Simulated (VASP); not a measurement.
Crystal: CaO.

```
CELL_PARAMETERS angstrom
-0.00192 2.43518 2.38446
2.40517 0.01491 2.36762
2.41651 2.42968 0.00357
ATOMIC_POSITIONS crystal
Ca 0.00000 0.00000 0.00000
O 0.50000 0.50000 0.50000
```

The cell is a database's computed one.

The cell isn't the ideal one: cell strained at random at fixed volume.

- Program: VASP 6.6.1
- Task: relaxation of cell and atoms
- Functional: optPBE-vdW
- Potentials or basis: VASP PAW PBE potentials, release 54 (Ca_sv, O)
- Cutoff: 600 eV
- k mesh: 10 × 10 × 10
- Occupations: gaussian, width 0.05 eV
- Spin: no spin polarisation

At the start: pressure 2.1 GPa; volume 13.89 Å³/atom.

Q: Where does the relaxation end?

A: Over 5 steps the energy falls by 3.8 meV/atom and the volume is 14.14 Å³/atom (+1.8 %); space group Fm-3m (No. 225, to 0.05 Å).

Step by step:
```tsv
step	energy change (eV)	largest force (eV/Å)	pressure (GPa)	volume (Å³)
1	0.0000	0.0000	2.13	27.77
2	-0.0067	0.0000	-0.87	28.52
3	-0.0069	0.0000	-0.47	28.41
4	-0.0077	0.0000	-0.07	28.30
5	-0.0077	0.0000	0.03	28.27
```

Final structure:
```
CELL_PARAMETERS angstrom
0.00000 2.41846 2.41863
2.41741 0.00077 2.41781
2.41802 2.41829 0.00017
ATOMIC_POSITIONS crystal
Ca 0.00000 0.00000 0.00000
O 0.50000 0.50000 0.50000
```

Caveat: the PAW data sets were made with another functional, which shifts forces and pressure a little.
